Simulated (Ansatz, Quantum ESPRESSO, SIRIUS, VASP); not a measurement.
B: programs and potentials compared

```xyz
1
Lattice="1.8852 0.0000 0.0000 0.0000 1.8852 0.0000 0.0000 0.0000 1.8852" Properties=species:S:1:pos:R:3 pbc="T T T"
B     0.9426    0.9426    0.9426
```

This isn't the form of B at room conditions, which is rhombohedral.

Alike in all runs: task equation of state; functional PBE; k mesh 14 × 14 × 14; occupations fermi-dirac, width 0.05 eV; no spin polarisation; no spin-orbit coupling.

```tsv
program and potentials	plane-wave cutoff (eV)	notes	equilibrium volume (Å³/atom)	bulk modulus (GPa)
Ansatz, Ansatz PAW	420	-	6.71	233.6
SIRIUS, all-electron FP-LAPW, apw+lo standard	-	-	?	?
Ansatz, Ansatz PAW (earlier soft set)	420	-	6.71	233.3
Quantum ESPRESSO, SSSP 1.3 efficiency PBE	748	-	6.70	233.1
VASP, PBE PAW files B, 520 eV	520	-	6.71	233.3
```

Task: Estimate from the other rows what the run with SIRIUS, all-electron FP-LAPW, apw+lo standard gave.

Result: Equilibrium volume 6.71 Å³/atom; bulk modulus 233.7 GPa. The other rows, which needn't bracket it: equilibrium volume 6.70 to 6.71; bulk modulus 233.1 to 233.6.
